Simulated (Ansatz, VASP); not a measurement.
Given: the input of a run of VASP 6.6.1 on SiC.

The input INCAR:

```
SYSTEM = SiC
  PREC = Accurate
  ENCUT = 520
  EDIFF = 1E-6
  ISMEAR = -1
  SIGMA = 0.05
  LREAL = .False.
  LASPH = .True.
  NELM = 60
  ALGO = Normal
  ISIF = 2
  LWAVE = .False.
  LCHARG = .True.
  GGA = PS
  LELF = .True.
  LVHAR = .True.
  NBANDS = 26
```

KPOINTS

```
Automatic mesh
0
Gamma
  10 10 3
  0 0 0
```

POSCAR

```
SiC
1.0
    3.0756941497      0.0000000000      0.0000000000
   -1.5378470748      2.6636292679      0.0000000000
    0.0000000000      0.0000000000     10.0706464800
Si C
4 4
Direct
    0.0000000000      0.0000000000      0.1878943800
    0.0000000000      0.0000000000      0.6878943800
    0.3333333333      0.6666666667      0.4378419800
    0.6666666667      0.3333333333      0.9378419800
    0.0000000000      0.0000000000      0.0004600500
    0.0000000000      0.0000000000      0.5004600500
    0.3333333333      0.6666666667      0.2498025900
    0.6666666667      0.3333333333      0.7498025900
```

Potentials or basis: VASP PAW PBE potentials, release 64 (Si, C).

Command:

```sh
$ cat potpaw_PBE.64/Si/POTCAR potpaw_PBE.64/C/POTCAR > POTCAR
$ mpirun -np 1 vasp_std > vasp.out
```

Q: Translate it to Ansatz 0.2.0. Potentials there: all-electron LAPW, scalar-relativistic.

A: As run (the cutoff follows the program's own potentials):

The input input.yaml:

```yaml
crystal:
  lattice:
    - [3.0756941497, 0.0, 0.0]
    - [-1.5378470748, 2.6636292679, 0.0]
    - [0.0, 0.0, 10.07064648]
  atoms:
    - { symbol: Si, position: [0.0, 0.0, 0.18789438] }
    - { symbol: Si, position: [0.0, 0.0, 0.68789438] }
    - { symbol: Si, position: [0.3333333333, 0.6666666667, 0.43784198] }
    - { symbol: Si, position: [0.6666666667, 0.3333333333, 0.93784198] }
    - { symbol: C, position: [0.0, 0.0, 0.00046005] }
    - { symbol: C, position: [0.0, 0.0, 0.50046005] }
    - { symbol: C, position: [0.3333333333, 0.6666666667, 0.24980259] }
    - { symbol: C, position: [0.6666666667, 0.3333333333, 0.74980259] }
kpoints:
  mp_grid: { grid: [10, 10, 3] }
scf:
  occupations: { method: fermi_dirac, width: 0.05 }
hamiltonian:
  xc: pbesol
  pseudopotentials: { kind: all_electron, lapw: { basis_error: 0.001 } }
output:
  forces: true
  stress: true
  eigenvalues: true
```

Potentials or basis: all-electron LAPW, scalar-relativistic.

Run with:

```bash
$ ansatz run input.yaml --threads 4 --pin off --max-ram 12288MiB --backend cpu --events-out ev --progress --plain --runs-dir out
```

Both were run:

|  | VASP | Ansatz | Ansatz less VASP |
| --- | --- | --- | --- |
| gap on the k mesh at the Fermi level (eV) | 2.11 | 2.12 | +0.009 |
| least direct gap on the mesh (eV) | 3.24 | 3.25 | +0.010 |
| pressure (GPa) | 0.8 | 0.4 | -0.41 |
| largest component of the traceless stress (GPa) | 0.08 | 0.07 | -0.010 |

Ansatz ran all-electron here, so the differences hold the error of VASP's frozen core and of both bases.

Caveats: an odd mesh through Γ misses points on the zone boundary, where band edges often lie; the PAW data sets were made with another functional, which shifts forces and pressure a little (VASP). Expect the measured gap to be larger: semilocal functionals such as PBEsol lack the derivative discontinuity.
